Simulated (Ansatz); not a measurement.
# Se (bcc type): the cost of one run

Method: DFT, PBEsol, PAW with Ansatz's default frozen-core files, scalar-relativistic, in Ansatz 0.2.0.

### Step 1. Starting point

The structure is cubic, space group Im-3m (No. 229). Conventional cell: a = 3.476 Å, b = 3.476 Å, c = 3.476 Å, α = 90.00°, β = 90.00°, γ = 90.00°. Se (site symmetry m-3m) has 8 Se at 3.01 Å in its first shell of neighbours.

Structure file:

```xyz
1
Lattice="-1.7380 1.7380 1.7380 1.7380 -1.7380 1.7380 1.7380 1.7380 -1.7380" Properties=species:S:1:pos:R:3 pbc="T T T"
Se    0.0000    0.0000    0.0000
```

### Step 2. Cell relaxed at zero pressure, PAW

Contents of input.yaml:

```yaml
crystal:
  lattice:
    - [-1.7380133224, 1.7380133224, 1.7380133224]
    - [1.7380133224, -1.7380133224, 1.7380133224]
    - [1.7380133224, 1.7380133224, -1.7380133224]
  atoms:
    - { symbol: Se, position: [0.0, 0.0, 0.0] }
kpoints:
  mp_grid: { grid: [20, 20, 20] }
scf:
  occupations: { method: fermi_dirac, width: 0.08 }
hamiltonian:
  xc: pbesol
  pseudopotentials: { kind: paw }
output:
  forces: true
  stress: true
relax:
  f_tol: 0.005
  max_steps: 40
  cell: {}
```

Started as:

```
ansatz run input.yaml --threads 1 --pin off --max-ram 3584MiB --backend cpu --events-out ev --progress --plain --runs-dir out
```

What time and memory should one allow on 1 thread of Intel Xeon Platinum 8259CL at 2.50GHz (Skylake/Cascade Lake), shared host?

About 16 s, with a peak of 0.42 GiB.
